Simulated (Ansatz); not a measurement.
Consider NaCl in the rock salt structure (space group Fm-3m, No. 225).

```
NaCl
1.0
    0.00000     2.80387     2.80387
    2.80387     0.00000     2.80387
    2.80387     2.80387     0.00000
Na Cl
1 1
Cartesian
  0.00000   0.00000   0.00000
  2.80387   2.80387   2.80387
```

Level of theory: r2SCAN, PAW, 500 eV (Ansatz, an electronic-structure program; without spin-orbit coupling).

Now apply this change: every Na is replaced by Li; the structure is relaxed again.

Measured band gap: NaCl 8.97 eV (0 K or low temperature; as listed in Wei Chen et al., Physical Review Materials (2018)); LiCl 9.4 eV (0 K or low temperature; as listed in Wei Chen et al., Physical Review Materials (2018)).

Measured lattice parameter a: NaCl 5.569 Å (static lattice; corrected from measurement; as listed in Daniel Mejia-Rodriguez, S. B. Trickey, Phys. Rev. B (2018)); LiCl 5.07 Å (static lattice; corrected from measurement; as listed in Daniel Mejia-Rodriguez, S. B. Trickey, Phys. Rev. B (2018)).

Question: How well does r2SCAN reproduce the measured shift?

Answer: With r2SCAN the band gap moves by +1.32 eV (5.97 → 7.29) against +0.43 eV measured; the lattice parameter a moves by -0.495 Å (5.608 → 5.112) against -0.499 Å measured.

No phonon test of stability was made.
